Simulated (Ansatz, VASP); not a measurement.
# W in VASP and in Ansatz

INCAR

```
  PREC = Accurate
  ENCUT = 520
  EDIFF = 1E-6
  ISMEAR = -1
  SIGMA = 0.1
  LREAL = False
  LASPH = True
  NELM = 80
  ALGO = Normal
  ISIF = 2
  LWAVE = False
  LCHARG = False
  GGA = PS
  NBANDS = 13
```

KPOINTS

```
regular mesh
0
Gamma
  12 12 12
```

File POSCAR:

```
W
1.0
    0.0000000000      2.0163754284      2.0163754284
    2.0163754284      0.0000000000      2.0163754284
    2.0163754284      2.0163754284      0.0000000000
W
1
Direct
    0.0000000000      0.0000000000      0.0000000000
```

Input for Ansatz:

```yaml
crystal:
  lattice:
    - [0.0, 2.016375428409915, 2.016375428409915]
    - [2.016375428409915, 0.0, 2.016375428409915]
    - [2.016375428409915, 2.016375428409915, 0.0]
  atoms:
    - { symbol: W, position: [0.0, 0.0, 0.0] }
basis:
  ecutwfc: 470.0
kpoints:
  mp_grid:
    grid: [12, 12, 12]
hamiltonian:
  xc: pbesol
scf:
  occupations:
    method: fermi_dirac
    width: 0.1
output:
  stress: true
```

This isn't the form of W at room conditions, which is bcc.

Alike in both runs: task single point; functional PBEsol; k mesh 12 × 12 × 12; occupations fermi-dirac, width 0.1 eV; no spin polarisation.

|  | VASP | Ansatz |
| --- | --- | --- |
| version | VASP 6.6.1 | Ansatz 0.2.0 |
| potentials or method | VASP PAW PBE potentials, release 64 (W_sv) | plane waves, PAW |
| plane-wave cutoff (eV) | 520 | 470 |
| valence electrons in the cell | 14 | 14 |

|  | VASP | Ansatz | Ansatz less VASP |
| --- | --- | --- | --- |
| pressure (GPa) | -7.1 | -7.6 | -0.55 |

Caveats: the PAW data sets were made with another functional, which shifts forces and pressure a little (VASP). The runs have no spin-orbit coupling, so splittings on W are missing.
